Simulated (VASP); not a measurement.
Crystal: CaF2.

```xyz
3
Lattice="0.0000 2.7120 2.7120 2.7120 0.0000 2.7120 2.7120 2.7120 0.0000" Properties=species:S:1:pos:R:3 pbc="T T T"
Ca    2.7120    0.0000    2.7120
F     1.3560    1.3560    1.3560
F     4.0681    4.0681    4.0681
```

Base run:

| Property | Result |
| --- | --- |
| Program | VASP 6.6.1 |
| Functional | TB-mBJ |
| Potentials or basis | VASP PAW PBE potentials, release 64 (Ca_sv, F) |
| Cutoff | 520 eV |
| k mesh | 8 × 8 × 8 |
| Occupations | gaussian, width 0.02 eV |
| Spin | no spin polarisation |

Its results: band gap on the k mesh 10.33 eV, direct.

Task: The run is repeated on the same cell with these changes: functional from TB-mBJ to r2SCAN. What comes out?

Result: Band gap on the k mesh 8.07 eV, indirect (least direct gap 8.33 eV).
